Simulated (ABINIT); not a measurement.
# MoS2 (R-3m) in ABINIT: band structure with PBEsol

Aim: the band structure of MoS2 with PBEsol.

Everything below comes from runs of ABINIT 10.8.3 (patched build). Logs are shortened: lines on timing, memory, paths and dates and some standing lists are left out, and cuts for length are marked. The log counts tension as positive stress, the text compression.

### Step 1. The crystal as given

Symmetry: R-3m, No. 166, trigonal system. The conventional cell has a = 3.171 Å, b = 3.171 Å, c = 18.345 Å, α = 90.00°, β = 90.00°, γ = 120.00°. Mo (site symmetry -3m) has 6 S at 2.39 Å as nearest neighbours. S (site symmetry 3m) has 3 Mo at 2.39 Å as nearest neighbours.

Measurements of this composition are mostly on another form, of space group No. 194.

### Step 2. Band structure, PBEsol

The input, run.abi:

```
# Datasets: ground state, then fixed potential
ndtset 2

# Pseudopotentials
pp_dirpath "./"
pseudos "Mo.upf, S.upf"

# Structure
acell 3*1.0 Angstrom
rprim
     1.5855000000     0.9153888518     6.1149966667
    -1.5855000000     0.9153888518     6.1149966667
     0.0000000000    -1.8307777036     6.1149966667
ntypat 2
znucl 42 16
natom 3
typat 1 2 2
xred
     0.0000000000     0.0000000000     0.0000000000
     0.2500000000     0.2500000000     0.2500000000
     0.7500000000     0.7500000000     0.7500000000

# Plane-wave basis
ecut 40.0

# Exchange and correlation
ixc -116133

# Bands and occupations
occopt 3
tsmear 0.05 eV

# SCF cycle
nstep 100

# Output
iomode 3
prtwf 0
prteig 0
prtebands 0
enunit 1
prtden1 1
prtvha1 1
prtvclmb1 1
prtpot1 1
prtelf1 1

# Dataset 1
kptopt1 1
ngkpt1 10 10 10
nshiftk1 1
shiftk1 0.0 0.0 0.0
nband1 17
tolvrs1 1.0e-10

# Dataset 2: bands along G-L-B1
iscf2 -2
getden2 1
nband2 23
nbdbuf2 4
tolwfr2 1.0e-11
kptopt2 -2
ndivsm2 5
prteig2 1
prtvol2 -3
kptbounds2
     0.0000000000     0.0000000000     0.0000000000
     0.5000000000     0.0000000000     0.0000000000
     0.5000000000     0.1816058731    -0.1816058731
```

Potentials or basis: PseudoDojo NC SR PBEsol v0.4.1 standard.

Started as:

```
$ abinit run.abi > log 2>&1
```

run.abo:

```text
.Version 10.8.3 of ABINIT
 DATASET    1 : space group R-3 m (#166); Bravais hR (rhombohedral)
================================================================================
 Values of the parameters that define the memory need for DATASET  1.
     intxc =       0    ionmov =       0      iscf =       7    lmnmax =       6
     lnmax =       6     mgfft =      72  mpssoang =       3    mqgrid =    3001
     natom =       3  nloc_mem =       1    nspden =       1   nspinor =       1
    nsppol =       1      nsym =      12    n1xccc =    2501    ntypat =       2
    occopt =       3   xclevel =       2
       mpw =        4395          nfft =      373248          nkpt =         116
================================================================================
================================================================================

 DATASET    2 : space group R-3 m (#166); Bravais hR (rhombohedral)
================================================================================
 Values of the parameters that define the memory need for DATASET  2.
     intxc =       0    ionmov =       0      iscf =      -2    lmnmax =       6
     lnmax =       6     mgfft =      72  mpssoang =       3    mqgrid =    3001
     natom =       3  nloc_mem =       1    nspden =       1   nspinor =       1
    nsppol =       1      nsym =      12    n1xccc =    2501    ntypat =       2
    occopt =       3   xclevel =       2
       mpw =        4353          nfft =      373248          nkpt =          14
================================================================================
================================================================================

--------------------------------------------------------------------------------
------------- Echo of variables that govern the present computation ------------
--------------------------------------------------------------------------------
 -outvars: echo values of preprocessed input variables --------
            acell      1.8897261259E+00  1.8897261259E+00  1.8897261259E+00 Bohr
              amu      9.59400000E+01  3.20660000E+01
             ecut      4.00000000E+01 Hartree
           enunit           1
           getden1          0
           getden2          1
             iscf1          7
             iscf2         -2
              ixc     -116133
           jdtset        1    2
           kptopt1          1
           kptopt2         -2
         kptrlatt       10    0    0      0   10    0      0    0   10
          kptrlen1     5.99232155E+01
          kptrlen2     3.00000000E+01
            natom           3
            nband1         17
            nband2         23
           nbdbuf1          0
           nbdbuf2          4
           ndtset           2
           ndivsm1          0
           ndivsm2          5
            ngfft          72      72      72
             nkpt1        116
             nkpt2         14
            nstep         100
             nsym          12
           ntypat           2
           occopt           3
        prtebands           0
           prteig1          0
           prteig2          1
           prtelf1          1
           prtelf2          0
           prtpot1          1
           prtpot2          0
         prtvclmb1          1
         prtvclmb2          0
           prtvha1          1
           prtvha2          0
           prtvol1          0
           prtvol2         -3
            prtwf           0
            rprim      1.5855000000E+00  9.1538885180E-01  6.1149966667E+00
                      -1.5855000000E+00  9.1538885180E-01  6.1149966667E+00
                       0.0000000000E+00 -1.8307777036E+00  6.1149966667E+00
           shiftk1     0.00000000E+00  0.00000000E+00  0.00000000E+00
[... 208 lines left out ...]
--- !DatasetInfo
iteration_state: {dtset: 2, }
dimensions: {natom: 3, nkpt: 14, mband: 23, nsppol: 1, nspinor: 1, nspden: 1, mpw: 4353, }
cutoff_energies: {ecut:  40.0, pawecutdg:  -1.0, }
electrons: {nelect:   2.60000000E+01, charge:   0.00000000E+00, occopt:   3.00000000E+00, tsmear:   1.83746611E-03, }
meta: {optdriver: 0, ionmov: 0, optcell: 0, iscf: -2, paral_kgb: 0, }
...

 mkfilename : getden/=0, take file _DEN from output of DATASET   1.

 Real(R)+Recip(G) space primitive vectors, cartesian coordinates (Bohr,Bohr^-1):
 R(1)=  2.9961608  1.7298342 11.5556690  G(1)=  0.1668802  0.0963483  0.0288459
 R(2)= -2.9961608  1.7298342 11.5556690  G(2)= -0.1668802  0.0963483  0.0288459
 R(3)=  0.0000000 -3.4596685 11.5556690  G(3)=  0.0000000 -0.1926967  0.0288459
 Unit cell volume ucvol=  3.5934859E+02 bohr^3
 Angles (23,13,12)=  2.87642072E+01  2.87642072E+01  2.87642072E+01 degrees

 getcut: wavevector=  0.0000  0.0000  0.0000  ngfft=  72  72  72
         ecut(hartree)=     40.000   => boxcut(ratio)=   2.09746
--------------------------------------------------------------------------------

================================================================================
 Non-SCF case, kpt    1 (  0.00000  0.00000  0.00000), residuals and eigenvalues=
  3.63E-12  6.81E-12  6.73E-12  8.11E-12  6.70E-12  1.12E-12  1.58E-12  2.84E-12
  2.80E-12  5.09E-12  4.58E-12  5.97E-12  1.98E-12  7.34E-12  4.80E-12  4.36E-12
  6.82E-12  8.41E-12  7.23E-12  1.24E-10  2.44E-09  4.55E-08  2.01E-04
 -1.9485E+00 -9.9709E-01 -9.9349E-01 -9.9349E-01 -2.3913E-01 -1.7824E-01
  5.7639E-02  1.6378E-01  1.6378E-01  2.5461E-01  2.7269E-01  2.8035E-01
  2.8035E-01  3.1073E-01  3.1073E-01  4.4374E-01  4.4374E-01  5.3973E-01
  5.6211E-01  6.6411E-01  6.6411E-01  6.9888E-01  7.7291E-01
 Non-SCF case, kpt    2 (  0.06250  0.00000  0.00000), residuals and eigenvalues=
  5.11E-12  3.88E-12  6.54E-12  2.22E-12  1.20E-12  2.50E-12  6.95E-12  2.76E-12
  6.41E-12  7.98E-12  6.45E-12  2.55E-12  6.61E-12  3.80E-12  4.13E-12  5.35E-12
  5.16E-12  9.80E-12  5.88E-12  5.71E-09  3.55E-08  3.85E-06  3.00E-05
 -1.9484E+00 -9.9698E-01 -9.9406E-01 -9.9362E-01 -2.3672E-01 -1.7785E-01
  6.0735E-02  1.5782E-01  1.6516E-01  2.5677E-01  2.6520E-01  2.7077E-01
[... 84 lines left out ...]
  1.98E-12  2.57E-12  2.45E-12  3.66E-12  7.51E-12  4.11E-12  9.68E-12  7.95E-12
  7.66E-12  9.30E-12  6.43E-12  1.60E-11  1.06E-08  6.63E-08  3.00E-05
 -1.9468E+00 -1.0047E+00 -1.0026E+00 -9.9369E-01 -1.5758E-01 -1.5127E-01
  9.7705E-02  1.0006E-01  1.2211E-01  1.6893E-01  1.7182E-01  1.8472E-01
  3.3172E-01  3.4118E-01  3.5353E-01  4.2028E-01  4.5760E-01  5.8007E-01
  6.1052E-01  6.4105E-01  6.7062E-01  7.0366E-01  7.3423E-01
 Non-SCF case, kpt   14 (  0.50000  0.18161 -0.18161), residuals and eigenvalues=
  3.06E-12  3.73E-12  5.82E-12  6.49E-12  1.25E-12  1.24E-12  1.62E-12  2.87E-12
  1.92E-12  2.66E-12  2.15E-12  6.85E-12  9.61E-12  6.03E-12  7.50E-12  7.47E-12
  5.67E-12  4.01E-12  8.01E-12  1.07E-08  1.31E-08  9.35E-06  1.46E-04
 -1.9468E+00 -1.0043E+00 -1.0030E+00 -9.9368E-01 -1.5617E-01 -1.5231E-01
  9.9983E-02  1.0201E-01  1.1753E-01  1.5545E-01  1.7732E-01  1.9436E-01
  3.2982E-01  3.3952E-01  3.5201E-01  4.3858E-01  4.4504E-01  5.6804E-01
  5.9714E-01  6.5221E-01  6.7286E-01  7.1763E-01  7.5091E-01

--- !ResultsGS
iteration_state: {dtset: 2, }
comment   : Summary of ground state results
lattice_vectors:
- [  2.9961608,   1.7298342,  11.5556690, ]
- [ -2.9961608,   1.7298342,  11.5556690, ]
- [  0.0000000,  -3.4596685,  11.5556690, ]
lattice_lengths: [  12.06245,   12.06245,   12.06245, ]
lattice_angles: [ 28.764,  28.764,  28.764, ] # degrees, (23, 13, 12)
lattice_volume:   3.5934859E+02
convergence: {deltae:  0.000E+00, res2:  0.000E+00, residm:  9.894E-12, diffor:  0.000E+00, }
etotal    :  -9.23859073E+01
entropy   :   0.00000000E+00
fermie    :   3.20170117E-01
cartesian_stress_tensor: null
pressure_GPa: null
xred      :
- [  0.0000E+00,   0.0000E+00,   0.0000E+00, Mo]
- [  2.5000E-01,   2.5000E-01,   2.5000E-01,  S]
- [  7.5000E-01,   7.5000E-01,   7.5000E-01,  S]
cartesian_forces: null
force_length_stats: {min: null, max: null, mean: null, }
...

 Integrated electronic density in atomic spheres:
 ------------------------------------------------
 Atom  Sphere_radius  Integrated_density
    1        2.00000         10.52151101
    2        2.00000          3.93161674
    3        2.00000          3.93161674
================================================================================

 ----iterations are completed or convergence reached----

 Mean square residual over all n,k,spin=   52.561E-13; max=  98.936E-13
 reduced coordinates (array xred) for    3 atoms
       0.000000000000      0.000000000000      0.000000000000
       0.250000000000      0.250000000000      0.250000000000
       0.750000000000      0.750000000000      0.750000000000

 cartesian coordinates (angstrom) at end:
    1      0.00000000000000     0.00000000000000     0.00000000000000
    2      0.00000000000000    -0.00000000000000     4.58624750002500
    3     -0.00000000000000    -0.00000000000000    13.75874250007500
 length scales=  1.889726125908  1.889726125908  1.889726125908 bohr
              =  1.000000000000  1.000000000000  1.000000000000 angstroms
 Eigenvalues (   eV  ) for nkpt=  14  k points:
 kpt#   1, nband= 23, wtk=  1.00000, kpt=  0.0000  0.0000  0.0000 (reduced coord)
 -53.02041  -27.13222  -27.03418  -27.03418   -6.50705   -4.85004    1.56843    4.45679
   4.45679    6.92821    7.42027    7.62868    7.62868    8.45534    8.45534   12.07491
  12.07491   14.68673   15.29592   18.07148   18.07148   19.01756   21.03193
 kpt#   2, nband= 23, wtk=  1.00000, kpt=  0.0625  0.0000  0.0000 (reduced coord)
 -53.01887  -27.12910  -27.04985  -27.03772   -6.44161   -4.83967    1.65267    4.29447
   4.49429    6.98710    7.21649    7.36812    7.49696    8.57105    8.71740   11.84528
  12.02552   15.02595   15.53520   17.80661   18.28045   19.24776   20.20335
 kpt#   3, nband= 23, wtk=  1.00000, kpt=  0.1250  0.0000  0.0000 (reduced coord)
 -53.01447  -27.12026  -27.09420  -27.04780   -6.25085   -4.80858    1.89268    3.94115
   4.58763    6.34866    6.96739    7.08313    7.55311    8.73930    9.11978   11.47429
  11.92299   15.70334   16.07845   17.52116   18.86365   19.08595   19.70927
 kpt#   4, nband= 23, wtk=  1.00000, kpt=  0.1875  0.0000  0.0000 (reduced coord)
 -53.00788  -27.16033  -27.10667  -27.06285   -5.95272   -4.75579    2.23610    3.61088
   4.67659    5.33502    6.67761    7.01249    7.40377    8.96215    9.42086   11.38274
  11.85799   16.02145   16.51480   17.71554   18.50335   19.52020   19.71057
 kpt#   5, nband= 23, wtk=  1.00000, kpt=  0.2500  0.0000  0.0000 (reduced coord)
[... 25 lines left out ...]
   3.57920    4.56732    5.35348    5.54565    8.00352    9.76761   10.34999   11.21992
  12.75930   15.16590   16.68927   16.88562   17.41993   17.62113   19.62730
 kpt#  12, nband= 23, wtk=  1.00000, kpt=  0.5000  0.1090 -0.1090 (reduced coord)
 -52.97611  -27.37734  -27.22814  -27.04226   -4.48586   -4.01071    2.21362    2.82225
   3.69273    4.66502    4.76782    5.17066    8.49507    9.61748   10.01741   11.09946
  12.65822   16.05715   16.32392   17.34888   18.10238   18.18482   19.49990
 kpt#  13, nband= 23, wtk=  1.00000, kpt=  0.5000  0.1453 -0.1453 (reduced coord)
 -52.97482  -27.33820  -27.28329  -27.03971   -4.28799   -4.11628    2.65869    2.72290
   3.32278    4.59688    4.67556    5.02635    9.02664    9.28406    9.61994   11.43652
  12.45201   15.78462   16.61304   17.44394   18.24851   19.14763   19.97932
 kpt#  14, nband= 23, wtk=  1.00000, kpt=  0.5000  0.1816 -0.1816 (reduced coord)
 -52.97471  -27.32948  -27.29341  -27.03949   -4.24970   -4.14465    2.72068    2.77585
   3.19815    4.23008    4.82517    5.28890    8.97473    9.23879    9.57876   11.93442
  12.11016   15.45707   16.24913   17.74765   18.30952   19.52774   20.43342

== END DATASET(S) ==============================================================
================================================================================

 -outvars: echo values of variables after computation  --------
            acell      1.8897261259E+00  1.8897261259E+00  1.8897261259E+00 Bohr
           etotal1    -9.2385907315E+01
            fcart1    -0.0000000000E+00 -0.0000000000E+00 -0.0000000000E+00
                      -3.2845278163E-19  4.6948516891E-18 -1.4930736028E-02
                       3.2845278163E-19 -4.6948516891E-18  1.4930736028E-02
            rprim      1.5855000000E+00  9.1538885180E-01  6.1149966667E+00
                      -1.5855000000E+00  9.1538885180E-01  6.1149966667E+00
                       0.0000000000E+00 -1.8307777036E+00  6.1149966667E+00
           strten1    -4.1043523626E-05 -4.1043523624E-05 -2.1670066006E-04
                       0.0000000000E+00  0.0000000000E+00  0.0000000000E+00
           xangst      0.0000000000E+00  0.0000000000E+00  0.0000000000E+00
                       1.4744007187E-17 -7.9361833376E-18  4.5862475000E+00
                      -1.1727538823E-16 -2.9375236163E-16  1.3758742500E+01
             xred      0.0000000000E+00  0.0000000000E+00  0.0000000000E+00
                       2.5000000000E-01  2.5000000000E-01  2.5000000000E-01
                       7.5000000000E-01  7.5000000000E-01  7.5000000000E-01
 Calculation completed.
```

Run time: 15 min. Hardware: 1 thread of AMD EPYC 7R43 (Zen 3), shared host; peak memory 0.31 GiB.

What came out:

```
Free energy                                           : -2513.9486 eV
Pressure                                              : 2.9 GPa
Largest force                                         : 0.768 eV/Å
Band gap on the k mesh                                : none (metal or under the smearing width)
Valence electrons inside the program's atomic spheres : Mo 10.52; S 3.93
```

Forces in eV/Å, atoms in the order of the input:
```
Mo   0.000  0.000  0.000
S    0.000  0.000 -0.768
S    0.000  0.000  0.768
```

Levels at the corners of the path, in eV from the Fermi level:
| point | band 9 | band 10 | band 11 | band 12 | band 13 | band 14 | band 15 | band 16 | band 17 | band 18 |
| --- | --- | --- | --- | --- | --- | --- | --- | --- | --- | --- |
| Γ | -4.26 | -1.78 | -1.29 | -1.08 | -1.08 | -0.26 | -0.26 | 3.36 | 3.36 | 5.97 |
| L | -5.36 | -4.39 | -2.88 | -1.98 | -1.63 | 1.01 | 1.92 | 3.38 | 4.10 | 5.37 |
| B1 | -5.51 | -4.48 | -3.89 | -3.42 | 0.26 | 0.53 | 0.87 | 3.22 | 3.40 | 6.74 |

Caveat: the cell's inner coordinates are idealised or old, which leaves forces on the atoms.
